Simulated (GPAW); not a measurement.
Runs of GPAW 26.7.0 on Zr. The structure is hexagonal, space group P6_3/mmc (No. 194). Conventional cell: a = 3.232 Å, b = 3.232 Å, c = 5.147 Å, α = 90.00°, β = 90.00°, γ = 120.00°. Zr (site symmetry -6m2) is surrounded by 12 Zr at 3.18 to 3.23 Å. 

| level | potentials or basis | optimizer | fmax | max steps | gap on the mesh (eV) | pressure (GPa) | relaxed volume (Å³/atom) |
| --- | --- | --- | --- | --- | --- | --- | --- |
| RPBE | the program's PAW data sets (release 1.2.1) made for this functional, pw | FIRE | 0.02 eV/Å | 100 | none | 0.0 | (a) |
| revPBE | the program's PAW data sets (release 1.2.1) made for this functional, pw | BFGS | 0.01 eV/Å | 60 | none | 0.0 | 23.75 |
| PBE+D3(BJ) | GPAW PAW data sets (gpaw-data 1.2.1), pw | FIRE | 0.01 eV/Å | 40 | none | 0.0 | 22.39 |
| revPBE+D4 | the program's PAW data sets (release 1.2.1) made for this functional, pw | BFGS | 0.02 eV/Å | 60 | none | -0.1 | 23.28 |
| PBE+D3 | GPAW PAW data sets (gpaw-data 1.2.1), pw | BFGS | 0.02 eV/Å | 60 | none | 0.1 | (b) |

Alike in all rows: task relaxation of cell and atoms; no spin polarisation; cell relaxed; k mesh 7 × 7 × 4; cutoff (eV) 600; smearing fermi-dirac 0.05 eV.

Task: Fill in the values left out.

Result: (a) 23.93; (b) 22.44.

Caveats: later steps reuse the first step's grids; pairwise dispersion overbinds metals, which lowers pressure and volume (some runs).

A k mesh can miss the band edges, and the runs leave out spin-orbit coupling on Zr.

A gap of «none» marks a metal or a gap under the smearing width.
